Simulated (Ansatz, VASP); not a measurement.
# InAs in two plane-wave programs, part 2 of 2

Aim: how closely do two programs agree when they are given the same cell, functional and k mesh? The cell is taken from a series of runs on this material, whose earlier steps may have relaxed, scaled, displaced or heated it; both programs get it as it stands.

VASP 6.6.1 and Ansatz 0.2.0.

So far: Set-up; VASP: zone-centre phonons, PBEsol.

### Step 3. Ansatz: zone-centre phonons, PBEsol

Level of this step: Ansatz beside VASP: Kohn-Sham DFT, plane waves, PBEsol (Ansatz).

Ansatz runs on its PAW soft_1 files.

The same cell, functional, mesh and smearing now go to Ansatz, which takes its cutoff from its data sets.

Input file input.yaml:

```yaml
crystal:
  lattice:
    - [0.0, 2.9826689229, 3.1114408139]
    - [2.9826689229, 0.0, 3.1114408139]
    - [2.9826689229, 2.9826689229, 0.0]
  atoms:
    - { symbol: As, position: [0.75, 0.75, 0.75] }
    - { symbol: In, position: [0.0, 0.0, 0.0] }
kpoints:
  mp_grid: { grid: [12, 12, 12] }
hamiltonian:
  xc: pbesol
  pseudopotentials: { kind: paw, azcp: { folder: soft_1 }, xc_functional: pbe }
scf:
  occupations: { method: methfessel_paxton, width: 0.2 }
output:
  eigenvalues: true
phonons:
  method: dfpt
```

The run is started by

```sh
ansatz run input.yaml --threads 4 --pin off --max-ram 10240MiB --backend cpu --events-out ev --progress --plain --runs-dir out
```

Numbers of over 12 decimals in the logs are rounded to 6 here.

The program printed:

```text
zone centre: on kpoints.mp_grid the ground state, and the responses unless they are solved on pairs of k-points, stand on 280 of the mesh's 1728 k-points, reduced under 4 symmetry operations, with k and −k counted as one. Each operation leaves every solved displacement unchanged or reverses it
Engine: ansatz 0.2.0, aarch64-unknown-linux-gnu
Pseudopotentials: kind: paw
Pseudopotential: As, paw, valence charge 15, recommended cutoff 420 eV (normal), soft_1/As.paw.azcp
Pseudopotential: In, paw, valence charge 13, recommended cutoff 420 eV (normal), soft_1/In.paw.azcp
Functional definition: PBEsol
  exchange = pbesol_x
  correlation = pbesol_c
Crystal: 2 atoms, lattice volume = 55.361 Å³
Basis set: ecut = 420 eV, 1079 PW (Γ), exchange–correlation on 60×60×60 points (8 copies of the dense FFT grid, shifted against one another)
Bands: 18, of which v1, the nominal top of the filled ones, is band 14 counted from 1 (13 counted from 0)
Symmetry: 8 space group operations
k-points: 280 of 1728 (irreducible under 4 space group operations, time reversal used)
Non-local potential: As, projectors of the file, l = 0: 2, l = 1: 2, l = 2: 3, l = 3: 1
Non-local potential: In, projectors of the file, l = 0: 2, l = 1: 2, l = 2: 2, l = 3: 1
PAW form: soft (Blöchl's): semilocal exchange-correlation on the pseudo side does not see the compensation charge
PAW frozen core: As, regenerated for the run's functional, and the local potential with it (the file was generated under x = pbe(κ = 0.804, μ = 0.219515), c = pbe(β = 0.066725))
PAW frozen core: In, regenerated for the run's functional, and the local potential with it (the file was generated under x = pbe(κ = 0.804, μ = 0.219515), c = pbe(β = 0.066725))
PAW one-centre angular grid: As, 590 points (default); XC on 64 Gauss nodes
PAW one-centre angular grid: In, 590 points (default); XC on 64 Gauss nodes
Initial density: superposition of atomic densities (chi_scale 0.1, normalization cell, long waves kept (reshape's long-wave potential 0.00 eV rms))
Initial wavefunctions: pseudopotential atomic-orbital guess
Functional: x = pbesol(κ = 0.804, μ = 0.123457), c = pbesol(β = 0.046)
SCF iter   1: F=—  HF=-10338.977582 eV  |F-HF|=—  |Δ(HF+E_count)|=         —  Δρ=2.87e-2  dr2=3.67e-1  ethr=3.10e-3  ⟨swp⟩=5.2  Hψ=25520  notcnv=0
preconditioner: auto → none  [insulator: Δε(μ)=0.758 eV  Ē_g=14.669 eV  σ=0.200 eV  W_gap=0.55  n_scr=14 (ndim 8)  ℏωp=21.2 eV  f_vac=0.007  D(μ)=0.04/eV (n_scr^D=0)  ε∞_Penn≈3.1]
SCF iter   2: F=—  HF=-10338.898621 eV  |F-HF|=—  |Δ(HF+E_count)|=   7.90e-2  S|Δr|=    0.00e0  Δρ=1.30e-2  dr2=6.63e-2  ethr=1.31e-3  ⟨swp⟩=2.0  Hψ=8332  notcnv=0
SCF iter   3: F=—  HF=-10338.887238 eV  |F-HF|=—  |Δ(HF+E_count)|=   1.14e-2  S|Δr|=    0.00e0  Δρ=1.92e-3  dr2=4.66e-3  ethr=2.37e-4  ⟨swp⟩=3.0  Hψ=8667  notcnv=0
SCF iter   4: F=—  HF=-10338.885610 eV  |F-HF|=—  |Δ(HF+E_count)|=   1.63e-3  S|Δr|=    0.00e0  Δρ=6.05e-4  dr2=1.03e-4  ethr=1.66e-5  ⟨swp⟩=2.0  Hψ=8958  notcnv=0
SCF iter   5: F=—  HF=-10338.885633 eV  |F-HF|=—  |Δ(HF+E_count)|=   2.29e-5  S|Δr|=    0.00e0  Δρ=1.87e-4  dr2=6.99e-6  ethr=3.68e-7  ⟨swp⟩=3.0  Hψ=8967  notcnv=0
SCF iter   6: F=—  HF=-10338.885641 eV  |F-HF|=—  |Δ(HF+E_count)|=   7.63e-6  S|Δr|=    0.00e0  Δρ=1.67e-5  dr2=1.16e-7  ethr=2.50e-8  ⟨swp⟩=2.0  Hψ=6028  notcnv=0
SCF iter   7: F=—  HF=-10338.885640 eV  |F-HF|=—  |Δ(HF+E_count)|=   6.85e-7  S|Δr|=    0.00e0  Δρ=4.70e-6  dr2=1.03e-8  ethr=4.16e-10  ⟨swp⟩=2.1  Hψ=7675  notcnv=0
SCF iter   8: F=—  HF=-10338.885640 eV  |F-HF|=—  |Δ(HF+E_count)|=   6.52e-9  S|Δr|=    0.00e0  Δρ=9.40e-7  dr2=2.67e-10  ethr=3.67e-11  ⟨swp⟩=2.0  Hψ=8961  notcnv=0
SCF iter   9: F=-10338.885640 eV  HF=-10338.885640 eV  |F-HF|=1.27e-11  |Δ(HF+E_count)|=  4.49e-10  S|Δr|=    0.00e0  Δρ=1.21e-7  dr2=6.89e-12  ethr=1.00e-12  ⟨swp⟩=4.0  Hψ=24028  notcnv=0
SCF 1 converged in 9 iterations: F = -10338.885640 eV  dr2 = 6.89e-12
  greatest PAW one-centre occupation: 0.999 electrons in one spin orbital (limit 2), on the As atom at site 0 (counted from 0), in its partial waves of l = 2
DFPT response loops at Γ: preconditioner auto → Kerker (q_TF=auto, 2.435 Å⁻¹) (partly filled bands, converged f_vac=0.087); β = 1.00, the filter's whole step (`scf.mixing.beta` (0.50) is not read by the response loops under this deck's `scf.mixing.preconditioner`; to damp them name `kerker` or `kerker_dos`, under which they read `scf.mixing.beta`, and type it under 1.00, their step now; both keys bind the ground state too); Broyden in place of MSR1
SCF converged after 9 iterations
Stability not checked: this state was not tested for a lower state beside it, because cold or Methfessel-Paxton smearing, or corrected tetrahedra, fill the levels in a way that the test cannot read (fill_not_monotonic; see scf.lower_state_search)
Free energy (F): -10338.885640 eV
Harris-Foulkes:  -10338.885640 eV  (|F-HF|=1.27e-11)
Internal energy: -10338.886076 eV  (E = F + TS)
E sigma→0 (E₀):  -10338.885749 eV
Entropy (-TS):   0.000436 eV (0.218 meV/atom)
Fermi energy:    7.601426 eV
Step filling:    the computed levels leave a gap of 0.0000 eV = 0.0 smearing widths at the electron count; against every level under it full and every level over it empty, smearing changes F+E_penalty+E_count by +0.119 meV and its σ→0 estimate by +0.010 meV
--- Per-component energies (eV) ---
  E_band       = -321.046663
  E_kinetic    = 317.159764
  E_local      = -3479.734663  (includes V_loc(G=0)·N_el)
  E_nonlocal   = -63.436903
  E_hartree    = 1729.769524
  E_xc         = -211.634492
  E_vxc        = -163.345745  (∫ρ·V_xc dr)
  E_paw        = -6109.572637  (= ΣΔE_a)
  E_vpaw       = -391.228278  (= ΣTr[D̂ρ^β])
  E_aug_tail   = 0.000144  (compensation charges beyond the density's cutoff)
  E_ewald      = -2522.639147
  E_core_change = 1.202334  (= ΣΔE_core)
  E_smearing   = 0.000436  (= −TS)
  E_closure    = 0.000000  (closes the sum)
  Σ components = -10338.885640   (vs F -10338.885640, Δ=0.00e0)
--- Band table (eV; the first three rows and the last of 280) ---
  k-point 0: bands = [... 10 lower, -4.3615, 7.2107, 7.3689, 7.5886, 7.5886, 11.3666, 11.3666, 11.4495]
  k-point 1: bands = [... 10 lower, -4.2886, 6.1945, 7.3441, 7.5030, 8.2811, 11.3669, 11.5058, 11.5949]
  k-point 2: bands = [... 10 lower, -4.0779, 4.9715, 7.1073, 7.2955, 8.6926, 11.6416, 11.8343, 11.9589]
  k-point 279: bands = [... 10 lower, -2.4297, 1.4931, 5.3454, 5.3454, 9.1097, 9.7555, 16.3256, 16.7201]
--- Phonons (Γ-DFPT): 4 representative perturbations + reference, on 280 of 1728 k-points (Σ response iterations 12) ---
  k mesh reduced under 4 symmetry operations, with k and −k counted as one. Each operation leaves every solved displacement unchanged or reverses it
  ASR residual: 7.336e-5 → 0.000e0 eV/Å²; symmetrization residual: 1.774e-5 eV/Å²
  ASR residual per site (eV/Å²): 1.34e-5 7.34e-5
  Γ frequencies (cm⁻¹): 0.00 0.00 0.00 212.42 212.42 214.96
  non-analytic LO–TO correction: not included (Born effective charges unavailable; polar crystals: no LO–TO splitting at Γ)
```

The column dr2 measures how far the density is from self-consistency, as an energy; F and HF (Harris–Foulkes) agree once it is small.

### Step 4. Side by side

Known differences besides the potentials themselves: the data sets hold 28 valence electrons in Ansatz (on its PAW soft_1 files) and 18 in VASP; the cutoff is 420 eV in Ansatz and 500 eV in VASP; Ansatz makes its cores anew for this functional, VASP keeps those of its PBE data sets. Total energies have different zeros and are not compared.

Both answers:

| quantity | Ansatz | VASP | difference |
| --- | --- | --- | --- |
| optical mode 1 to 2 (cm⁻¹) | 212.4 | 212.9 | -0.24 % |
| optical mode 3 (cm⁻¹) | 215.0 | 215.5 | -0.24 % |

Modes are paired by rising frequency, not by their patterns, so a pair may set unlike modes beside each other; they are those without the splitting of longitudinal modes.

### Step 5. Summary of results

* r.m.s. difference of the optical zone-centre modes, each program's sorted by frequency (zone-centre phonons, PBEsol): 0.51 cm⁻¹

The r.m.s. difference of the optical zone-centre modes, each program's sorted by frequency is 0.51 cm⁻¹ (zone-centre phonons, PBEsol). The data sets hold unlike numbers of valence electrons (28 in Ansatz and 18 in VASP), so part of the differences comes from the potentials. How closely two codes agree says nothing of how well the functional describes the real material.

[Lines on the potential files, build, host, timing and source positions are cut from VASP's logs without a mark.]

[Logs are printed without paths, hosts, clocks, repeated set-up lines and the standing remarks that a program may print on its own settings, such as how far it seeks lower states.]

[Hosts, paths, dates, database ids (printed as entryN), source tags and the programs' standing remarks are cut or masked in the printed files.]
